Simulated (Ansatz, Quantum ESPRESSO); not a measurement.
**CdTe (001), zinc blende: a film clamped to its substrate**

A thin film takes the in-plane lattice of its substrate and is free along the normal. How do the free axis and the stress follow the misfit? The strained cell has c along the film normal; unstrained it is a = 4.5889 Å, b = 4.5889 Å, c = 6.4897 Å, α = 90.00°, β = 90.00°, γ = 90.00°, with 4 atoms.

Calculated with Ansatz 0.2.0, PBEsol, PAW files of the set soft_1, cutoff 600 eV, Fermi–Dirac smearing 0.02 eV, k-mesh 6×6×5, no spin polarisation, no spin-orbit coupling.

Relaxed positions at 0 %:

```
atom       x       y       z
  Te  0.5000  0.0000  0.7500
  Te  0.0000  0.5000  0.2500
  Cd  0.0000  0.0000  0.0000
  Cd  0.5000  0.5000  0.5000
```

```csv
ε∥ (%),a (Å),c (Å),ε⊥ (%),"σ (GPa, tension positive)"
−3,4.4512,6.7449,3.933,−1.34
−2,4.4971,6.6597,2.621,−0.88
0,4.5889,6.4866,−0.048,−0.03
1,4.6348,6.3972,−1.425,0.36
2,4.6807,6.3081,−2.797,0.74
3,4.7266,6.2158,−4.220,1.09
```

**Question.** Fit both responses and give the free strain and the stress at −1 %, a row left out above.

Least squares with y = y0 + y1 ε + y2 ε² (ε in %) gives ε⊥ = −0.050 + (−1.3578) ε + (−0.0102) ε² and σ = −0.03 + (0.405) ε + (−0.010) ε² GPa. The linear terms put the ratio of free to applied strain at −1.358 and the biaxial modulus at 40 GPa.

At −1 % the free strain comes out as 1.297 %. The run itself gives 1.296 %, so the estimate misses by 0.001 %; the fitted rows themselves lie up to 0.010 % off the law.

The stress comes out as −0.45 GPa. The run itself gives −0.44 GPa, so the estimate misses by 0.01 GPa, a rounding's worth.

For a cubic crystal strained in (001), ε⊥/ε∥ = −R with R = 2C12/C11, the modulus is C11 + C12 − 2C12²/C11 = C11(1 + R/2 − R²/2), so C11 = 53 GPa and C12 = 36 GPa.

The same fit over all rows at other levels or in other programs gives the strain ratio = −1.437 with PBEsol (Quantum ESPRESSO, GBRV).

[Logs are printed without paths, hosts, clocks, repeated set-up lines and the standing remarks that a program may print on its own settings, such as how far it seeks lower states.]
